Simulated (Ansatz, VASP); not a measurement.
# Rh in VASP and in Ansatz

```
Rh
1.0
     0.00000    1.84450    1.95860
     1.84450    0.00000    1.95860
     1.84450    1.84450    0.00000
Rh
1
Direct
  0.00000 0.00000 0.00000
```

Change from the starting cell: strain -0.030 along x and y, +0.030 along z, atoms carried along.

Alike in both runs: task single point; functional PBEsol; k mesh 22 × 22 × 22; occupations gaussian, width 0.15 eV; no spin polarisation.

|  | VASP | Ansatz |
| --- | --- | --- |
| version | VASP 6.6.1 | Ansatz 0.2.0 |
| potentials or method | VASP PAW PBE potentials, release 64 (Rh_pv) | scalar-relativistic, plane waves, PAW |
| plane-wave cutoff (eV) | 520 | 420 |
| valence electrons in the cell | 15 | 17 |

|  | VASP | Ansatz | Ansatz less VASP |
| --- | --- | --- | --- |
| gap on the k mesh at the Fermi level (eV) | none | none | - |
| pressure (GPa) | 4.7 | 4.7 | +0.07 |
| largest component of the traceless stress (GPa) | 11.20 | 11.23 | +0.028 |

A gap of «none» marks a metal or a gap that the smearing closes. The two sets of potentials don't hold the same shells in valence.

Caveats: the PAW data sets were made with another functional, which shifts forces and pressure a little (VASP).
